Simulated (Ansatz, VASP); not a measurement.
## Two plane-wave programs on TiC

Contents of INCAR:

```
PREC = Accurate
ENCUT = 520
EDIFF = 1E-6
ISMEAR = 0
SIGMA = 0.03
LREAL = F
LASPH = T
NELM = 100
ALGO = Normal
ISIF = 2
LWAVE = F
LCHARG = T
GGA = PE
LELF = T
LVHAR = T
NBANDS = 15
```

Contents of KPOINTS:

```
regular mesh
0
Gamma
  10 10 10
```

POSCAR

```
TiC
1.0
    3.0420900000      0.0000000000      0.0000000000
   -1.5210400000      2.6345200000      0.0000000000
    0.0000000000      0.0000000000      2.6979700000
Ti C
1 1
Direct
    0.0000000000      0.0000000000      0.5000000000
    0.3333300000      0.6666700000      0.0000000000
```

The input input.yaml:

```yaml
crystal:
  lattice:
    - [3.04209, 0.0, 0.0]
    - [-1.52104, 2.63452, 0.0]
    - [0.0, 0.0, 2.69797]
  atoms:
    - { symbol: Ti, position: [0.0, 0.0, 0.5] }
    - { symbol: C, position: [0.33333, 0.66667, 0.0] }
hamiltonian:
  xc: pbe
  pseudopotentials: { kind: paw }
kpoints:
  mp_grid: { grid: [10, 10, 10] }
scf:
  occupations: { method: gaussian, width: 0.03 }
output:
  forces: true
  stress: true
  eigenvalues: true
  write_density: true
  write_potential: true
  elf: true
  volumetric_format: npy
```

The cell was built by a generator and needn't be a form met in nature.

Alike in both runs: task single point; functional PBE; k mesh 10 × 10 × 10; occupations gaussian, width 0.03 eV; no spin polarisation.

|  | VASP | Ansatz |
| --- | --- | --- |
| version | VASP 6.6.1 | Ansatz 0.2.0 |
| potentials or method | VASP PAW PBE potentials, release 64 (Ti_sv, C) | Ansatz PAW |
| plane-wave cutoff (eV) | 520 | 420 |
| valence electrons in the cell | 16 | 16 |

Ansatz gave:

- gap on the k mesh at the Fermi level (eV): none
- pressure (GPa): 0.1
- largest component of the traceless stress (GPa): 0.11

**Question.** Which values does VASP return?

**Answer.** gap on the k mesh at the Fermi level (eV): none; pressure (GPa): 0.3; largest component of the traceless stress (GPa): 0.09.

A gap of «none» marks a metal or a gap that the smearing closes. The functional is the same, so the differences come from potentials, cutoffs and numerics.
